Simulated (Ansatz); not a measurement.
# B (element-swapped structure): how the settings move a relaxation

Question: which choices in the input matter for B (element-swapped structure)?

Method: reference: DFT r2SCAN, plane waves, PAW, scalar-relativistic, no spin polarisation, in Ansatz 0.2.0.

## 1. The starting structure

It takes space group Fd-3m (No. 227, cubic). Conventional cell: a = 3.978 Å, b = 3.978 Å, c = 3.978 Å, α = 90.00°, β = 90.00°, γ = 90.00°. Around B (site symmetry -3m) lie 6 B at 1.41 Å.

Coordinates:

```
CELL_PARAMETERS angstrom
0.00000 1.98896 1.98896
1.98896 0.00000 1.98896
1.98896 1.98896 0.00000
ATOMIC_POSITIONS crystal
B 0.00000 0.00000 0.00000
B 0.50000 0.00000 0.00000
B 0.00000 0.00000 0.50000
B 0.00000 0.50000 0.00000
```

## 2. Reference

Contents of input.yaml:

```yaml
crystal:
  lattice:
    - [0.0, 1.988957, 1.988957]
    - [1.988957, 0.0, 1.988957]
    - [1.988957, 1.988957, 0.0]
  atoms:
    - { symbol: B, position: [0.0, 0.0, 0.0] }
    - { symbol: B, position: [0.5, 0.0, 0.0] }
    - { symbol: B, position: [0.0, 0.0, 0.5] }
    - { symbol: B, position: [0.0, 0.5, 0.0] }
  symmetry: { tolerance: 0.0003 }
kpoints:
  mp_grid: { grid: [8, 8, 8], shift: [0, 0, 0] }
magnetization:
  spin_polarized: false
scf:
  occupations: { method: fermi_dirac }
hamiltonian:
  pseudopotentials: { kind: paw }
  xc: r2scan
basis:
  ecutwfc: 500
output:
  forces: true
  stress: true
  eigenvalues: true
relax:
  max_steps: 40
  cell: {}
```

The run is started by

```bash
$ ansatz run input.yaml --threads 1 --pin off --max-ram 2560MiB --backend cpu --events-out ev --progress --plain --runs-dir out
```

The log of the run (excerpt; [...] marks lines left out):

```text
Warning: RAYON_NUM_THREADS=1 ignored (pool sized by the plan → 1); use --threads N
[...]
Pseudopotentials: kind: paw
Pseudopotential: B, paw, valence charge 3, recommended cutoff 500 eV (meta_gga), B.paw.azcp
Functional definition: r2SCAN
[...]
Crystal: 4 atoms, lattice volume = 15.736 Å³
Basis set: ecut = 500 eV, 411 PW (Γ), exchange–correlation on 96×96×96 points (64 copies of the dense FFT grid, shifted against one another)
Bands: 10, of which v1, the nominal top of the filled ones, is band 6 counted from 1 (5 counted from 0)
Symmetry: 48 space group operations
Space group: Fd-3m (ITA 227), of the structure as read, at distance tolerance 7.5e-4 Å
k-points: 29 of 512
[...]
SCF iter   1: F=—  HF=-610.482343 eV  |F-HF|=—  |Δ(HF+E_count)|=         —  Δρ=4.61e-2  dr2=2.05e-1  dr2_τ=2.33e0  ethr=1.77e-3  ⟨swp⟩=5.9  Hψ=2165  notcnv=0
[...]
relax step   1: F+E_penalty+E_count = -610.52106849 eV  Δ(F+E_penalty+E_count) = +0.000e0 eV  max|allowed force component| = 7.642e-31 eV/Å  Δτ_max = 0.0000 Å  P = +443.716 GPa  Ω = 15.736 Å³  (6 SCF iters, dr2 threshold 1.00e-7 eV, accepted)
[...]
relax step   3: F+E_penalty+E_count = -619.39563913 eV  Δ(F+E_penalty+E_count) = -3.553e0 eV  max|allowed force component| = 8.587e-31 eV/Å  Δτ_max = 0.0000 Å  P = +162.779 GPa  Ω = 20.803 Å³  energy of the carried Pulay correction = -1.670e-3 eV  (5 SCF iters, dr2 threshold 4.00e-7 eV, accepted)
[...]
SCF converged after 4 iterations
Free energy (F): -623.233366 eV
[...]
E sigma→0 (E₀):  -623.223118 eV
Entropy (-TS):   -0.020496 eV (-5.124 meV/atom)
Fermi energy:    8.189783 eV
[...]
--- Forces (eV/Å), atoms counted from 1 ---
  atom   1  B      0.00000000     0.00000000     0.00000000
  atom   2  B      0.00000000     0.00000000    -0.00000000
  atom   3  B      0.00000000     0.00000000     0.00000000
  atom   4  B      0.00000000     0.00000000     0.00000000
[...]
--- Stress (GPa, compression-positive) ---
       -0.000750      -0.000000      -0.000000
       -0.000000      -0.000750      -0.000000
       -0.000000      -0.000000      -0.000750
  P = ⅓ Tr σ = -0.0007 GPa (-0.007 kbar)
--- Band table (eV; the first three rows and the last of 29) ---
  k-point 0: bands = ["-8.2050", "-1.2870", "4.8855", "4.8855", "4.8855", "9.9532", "9.9532", "11.2053", "11.2053", "11.2053"]
[...]
--- Relaxed structure (9 steps of the walk, 9 accepted, 2 SCFs on fresh bases) ---
  F+E_penalty+E_count = -623.23336564 eV   max|allowed force component| = 3.431e-31 eV/Å   (the final SCF, on the basis selected at the relaxed cell)
  cell:  # Å, volume = 30.9400 Å³
    - [9.884224473958902e-34, 2.491707151916387, 2.4917071519163865]
    - [2.4917071519163865, 1.270260436561108e-33, 2.4917071519163865]
    - [2.4917071519163865, 2.491707151916387, -6.6399066803670645e-34]
  atoms:
    - { symbol: B, position: [6.304111355232164e-37, -3.782466813139913e-36, -4.5389601757679274e-36] }
    - { symbol: B, position: [0.5, 2.7755575615628914e-17, -2.7755575615628914e-17] }
    - { symbol: B, position: [-2.7755575615628914e-17, 2.7755575615628914e-17, 0.5] }
    - { symbol: B, position: [0.0, 0.5, 0.0] }
```

Wall time 15 s (1 thread of Intel Xeon Platinum 8259CL at 2.50GHz (Skylake/Cascade Lake), shared host); peak memory 0.48 GiB.

## 3. Changing settings: accuracy high

Changes to input.yaml since step 2:

```diff
@@ -29 +29,2 @@
   cell: {}
+accuracy: high
```

The run is started by

```bash
$ ansatz run input.yaml --threads 1 --pin off --max-ram 2560MiB --backend cpu --events-out ev --progress --plain --runs-dir out
```

The log of the run (excerpt; [...] marks lines left out):

```text
Warning: RAYON_NUM_THREADS=1 ignored (pool sized by the plan → 1); use --threads N
[...]
[... 3 set-up lines as earlier in the session ...]
[...]
Crystal: 4 atoms, lattice volume = 15.736 Å³
Basis set: ecut = 500 eV, 411 PW (Γ), exchange–correlation on 125×125×125 points (125 copies of the dense FFT grid, shifted against one another)
Bands: 10, of which v1, the nominal top of the filled ones, is band 6 counted from 1 (5 counted from 0)
[... 2 set-up lines as earlier in the session ...]
k-points: 29 of 512
[...]
SCF iter   1: F=—  HF=-610.482342 eV  |F-HF|=—  |Δ(HF+E_count)|=         —  Δρ=4.61e-2  dr2=2.05e-1  dr2_τ=2.33e0  ethr=1.77e-3  ⟨swp⟩=5.9  Hψ=2165  notcnv=0
[...]
       -0.000757      -0.000000      -0.000000
       -0.000000      -0.000757      -0.000000
       -0.000000      -0.000000      -0.000757
  P = ⅓ Tr σ = -0.0008 GPa (-0.008 kbar)
--- Band table (eV; the first three rows and the last of 29) ---
  k-point 0: bands = ["-8.2050", "-1.2870", "4.8855", "4.8855", "4.8855", "9.9532", "9.9532", "11.2053", "11.2053", "11.2053"]
[...]
--- Relaxed structure (9 steps of the walk, 9 accepted, 2 SCFs on fresh bases) ---
  F+E_penalty+E_count = -623.23337082 eV   max|allowed force component| = 3.759e-31 eV/Å   (the final SCF, on the basis selected at the relaxed cell)
  cell:  # Å, volume = 30.9400 Å³
    - [4.0325080763783495e-34, 2.49170710101475, 2.49170710101475]
    - [2.49170710101475, 1.2535412549333717e-33, 2.49170710101475]
    - [2.49170710101475, 2.49170710101475, 2.9616849941205624e-34]
  atoms:
    - { symbol: B, position: [8.825755897326844e-37, -5.043289084186543e-37, -2.5216445420933893e-36] }
    - { symbol: B, position: [0.5, 0.0, 0.0] }
    - { symbol: B, position: [3.015670852905307e-35, 3.015670852905307e-35, 0.5] }
    - { symbol: B, position: [0.0, 0.5, 0.0] }
```

It took 19 s on 1 thread of Intel Xeon Platinum 8259CL at 2.50GHz (Skylake/Cascade Lake), shared host; peak memory 0.61 GiB.

Changing the accuracy level hardly moves the energy: 0.0 meV/atom.

## 4. Changed: xc_grid 3, accuracy medium

Changes to input.yaml since step 2:

```diff
@@ -22,2 +22,3 @@
   ecutwfc: 500
+  xc_grid: 3
 output:
@@ -26,2 +27,6 @@
   eigenvalues: true
+  write_density: true
+  write_potential: true
+  elf: true
+  volumetric_format: npy
 relax:
@@ -29 +34,2 @@
   cell: {}
+accuracy: medium
```

The run is started by

```bash
$ ansatz run input.yaml --threads 1 --pin off --max-ram 2560MiB --backend cpu --events-out ev --progress --plain --runs-dir out
```

The log of the run (excerpt; [...] marks lines left out):

```text
Warning: RAYON_NUM_THREADS=1 ignored (pool sized by the plan → 1); use --threads N
[...]
[... 3 set-up lines as earlier in the session ...]
[...]
Crystal: 4 atoms, lattice volume = 15.736 Å³
Basis set: ecut = 500 eV, 411 PW (Γ), exchange–correlation on 72×72×72 points (27 copies of the dense FFT grid, shifted against one another)
Bands: 10, of which v1, the nominal top of the filled ones, is band 6 counted from 1 (5 counted from 0)
[... 2 set-up lines as earlier in the session ...]
k-points: 29 of 512
[...]
SCF iter   1: F=—  HF=-610.482352 eV  |F-HF|=—  |Δ(HF+E_count)|=         —  Δρ=4.61e-2  dr2=2.05e-1  dr2_τ=2.33e0  ethr=1.77e-3  ⟨swp⟩=5.9  Hψ=2165  notcnv=0
[...]
       -0.000740      -0.000000      -0.000000
       -0.000000      -0.000740      -0.000000
       -0.000000      -0.000000      -0.000740
  P = ⅓ Tr σ = -0.0007 GPa (-0.007 kbar)
--- Band table (eV; the first three rows and the last of 29) ---
  k-point 0: bands = ["-8.2050", "-1.2870", "4.8855", "4.8855", "4.8855", "9.9532", "9.9532", "11.2053", "11.2053", "11.2053"]
[...]
--- Relaxed structure (9 steps of the walk, 9 accepted, 2 SCFs on fresh bases) ---
  F+E_penalty+E_count = -623.23334687 eV   max|allowed force component| = 3.287e-31 eV/Å   (the final SCF, on the basis selected at the relaxed cell)
  cell:  # Å, volume = 30.9401 Å³
    - [7.754520976554983e-34, 2.491707286716028, 2.491707286716028]
    - [2.491707286716028, 5.652676685001537e-34, 2.491707286716028]
    - [2.491707286716028, 2.491707286716028, 4.0762976263164716e-34]
  atoms:
    - { symbol: B, position: [1.1347400439421496e-36, 2.7738089963024604e-36, -2.5216445420931635e-37] }
    - { symbol: B, position: [0.5, 0.0, 0.0] }
    - { symbol: B, position: [4.058343497529422e-35, 4.058343497529422e-35, 0.5] }
    - { symbol: B, position: [0.0, 0.5, 0.0] }
```

Wall time 13 s (1 thread of Intel Xeon Platinum 8259CL at 2.50GHz (Skylake/Cascade Lake), shared host); peak memory 0.44 GiB.

Changing the numerical grids and accuracy level leaves the energy as it was (0.0 meV/atom).

## 5. Variant: eigensolver.kind davidson, preconditioner kerker, basis.precision f64

Changes to input.yaml since step 2:

```diff
@@ -17,2 +17,4 @@
   occupations: { method: fermi_dirac }
+  eigensolver: { kind: davidson }
+  mixing: { preconditioner: kerker }
 hamiltonian:
@@ -22,2 +24,3 @@
   ecutwfc: 500
+  precision: f64
 output:
```

The run is started by

```bash
$ ansatz run input.yaml --threads 1 --pin off --max-ram 2560MiB --backend cpu --events-out ev --progress --plain --runs-dir out
```

The log of the run (excerpt; [...] marks lines left out):

```text
Warning: RAYON_NUM_THREADS=1 ignored (pool sized by the plan → 1); use --threads N
[...]
[... 3 set-up lines as earlier in the session ...]
[...]
Crystal: 4 atoms, lattice volume = 15.736 Å³
Basis set: ecut = 500 eV, 411 PW (Γ), exchange–correlation on 96×96×96 points (64 copies of the dense FFT grid, shifted against one another)
Bands: 10, of which v1, the nominal top of the filled ones, is band 6 counted from 1 (5 counted from 0)
[... 2 set-up lines as earlier in the session ...]
k-points: 29 of 512
[...]
SCF iter   1: F=—  HF=-610.482535 eV  |F-HF|=—  |Δ(HF+E_count)|=         —  Δρ=4.60e-2  dr2=2.04e-1  dr2_τ=2.33e0  ethr=1.77e-3  ⟨swp⟩=7.2  Hψ=1481  notcnv=0
[...]
       -0.000000      -0.000000       0.000156
  P = ⅓ Tr σ = 0.0002 GPa (0.002 kbar)
--- Band table (eV; the first three rows and the last of 29) ---
  k-point 0: bands = ["-8.2050", "-1.2870", "4.8856", "4.8856", "4.8856", "9.9533", "9.9533", "11.2053", "11.2053", "11.2053"]
[...]
--- Relaxed structure (9 steps of the walk, 9 accepted, 2 SCFs on fresh bases) ---
  F+E_penalty+E_count = -623.23336565 eV   max|allowed force component| = 2.268e-30 eV/Å   (the final SCF, on the basis selected at the relaxed cell)
  cell:  # Å, volume = 30.9399 Å³
    - [-1.695802891975791e-34, 2.4917035233547797, 2.4917035233547797]
    - [2.4917035233547797, 1.1707412784735484e-33, 2.4917035233547797]
    - [2.4917035233547797, 2.4917035233547797, 1.6149940888638603e-33]
  atoms:
    - { symbol: B, position: [-6.473102032254536e-51, -3.782466813140913e-37, -1.6390689523606652e-36] }
    - { symbol: B, position: [0.49999999999999994, 0.0, 0.0] }
    - { symbol: B, position: [1.6109152713490574e-34, 1.6109152713490574e-34, 0.49999999999999994] }
    - { symbol: B, position: [0.0, 0.49999999999999994, 0.0] }
```

Wall time 16 s (1 thread of Intel Xeon Platinum 8259CL at 2.50GHz (Skylake/Cascade Lake), shared host); peak memory 0.46 GiB.

With the changed solver, mixing and arithmetic precision the energy agrees within 0.5 meV/atom. Cost: 57 SCF cycles against 51.

## 6. Changing settings: lower_state_search standard

Changes to input.yaml since step 2:

```diff
@@ -17,2 +17,3 @@
   occupations: { method: fermi_dirac }
+  lower_state_search: standard
 hamiltonian:
```

The run is started by

```bash
$ ansatz run input.yaml --threads 1 --pin off --max-ram 2560MiB --backend cpu --events-out ev --progress --plain --runs-dir out
```

The log of the run (excerpt; [...] marks lines left out):

```text
Warning: RAYON_NUM_THREADS=1 ignored (pool sized by the plan → 1); use --threads N
[...]
[... 3 set-up lines as earlier in the session ...]
[...]
Crystal: 4 atoms, lattice volume = 15.736 Å³
Basis set: ecut = 500 eV, 411 PW (Γ), exchange–correlation on 96×96×96 points (64 copies of the dense FFT grid, shifted against one another)
Bands: 10, of which v1, the nominal top of the filled ones, is band 6 counted from 1 (5 counted from 0)
[... 2 set-up lines as earlier in the session ...]
k-points: 29 of 512
[...]
SCF iter   1: F=-610.481589 eV  HF=-610.482345 eV  |F-HF|=7.56e-4  |Δ(HF+E_count)|=         —  Δρ=4.61e-2  dr2=2.05e-1  dr2_τ=2.33e0  ethr=1.77e-3  ⟨swp⟩=5.9  Hψ=2165  notcnv=0
[...]
  atom   4  B      0.00000000     0.00000000     0.00000000
[...]
--- Stress (GPa, compression-positive) ---
       -0.000751      -0.000000      -0.000000
       -0.000000      -0.000751      -0.000000
       -0.000000      -0.000000      -0.000751
  P = ⅓ Tr σ = -0.0008 GPa (-0.008 kbar)
--- Band table (eV; the first three rows and the last of 29) ---
[...]
--- Relaxed structure (9 steps of the walk, 9 accepted, 2 SCFs on fresh bases) ---
  F+E_penalty+E_count = -623.23336564 eV   max|allowed force component| = 2.999e-31 eV/Å   (the final SCF, on the basis selected at the relaxed cell)
  cell:  # Å, volume = 30.9400 Å³
    - [7.256923132882983e-34, 2.4917071520473795, 2.4917071520473795]
    - [2.4917071520473795, 3.2721854819676666e-34, 2.4917071520473795]
    - [2.4917071520473795, 2.4917071520473795, -3.1487806859534473e-34]
  atoms:
    - { symbol: B, position: [6.304111355233352e-37, -1.7651511794653855e-36, -2.773808996302746e-36] }
    - { symbol: B, position: [0.5, 0.0, 0.0] }
    - { symbol: B, position: [-3.1907809491603253e-35, -3.1907809491603253e-35, 0.5] }
    - { symbol: B, position: [0.0, 0.5, 0.0] }
```

It took 17 s on 1 thread of Intel Xeon Platinum 8259CL at 2.50GHz (Skylake/Cascade Lake), shared host; peak memory 0.48 GiB.

The changed input (search for lower states) leaves the energy the same to the digits printed. Cost: 57 SCF cycles against 51.

## 7. All runs together

```
                                                                     run     ending  energy change  pressure (GPa)  gap (eV)  force (eV/Å)  cycles  time
                                                               reference  converged              0             0.0      0.00          0.00      51  15 s
                                                        1: accuracy high  converged   0.0 meV/atom             0.0      0.00          0.00      51  19 s
                                           2: xc_grid 3, accuracy medium  converged   0.0 meV/atom             0.0      0.00          0.00      51  13 s
3: eigensolver.kind davidson, preconditioner kerker, basis.precision f64  converged   0.0 meV/atom             0.0      0.00          0.00      57  16 s
                                          4: lower_state_search standard  converged   0.0 meV/atom             0.0      0.00          0.00      57  17 s
```

Times don't compare one to one where runs were asked for different outputs or read a saved state (see the inputs); cycles may leave out searches for a lower state.

**Reading.** Of the converged runs whose energies compare with the reference's, none moves it noticeably.

Caveats on the reference run: its mesh is coarse for a cell with so small a gap or none.
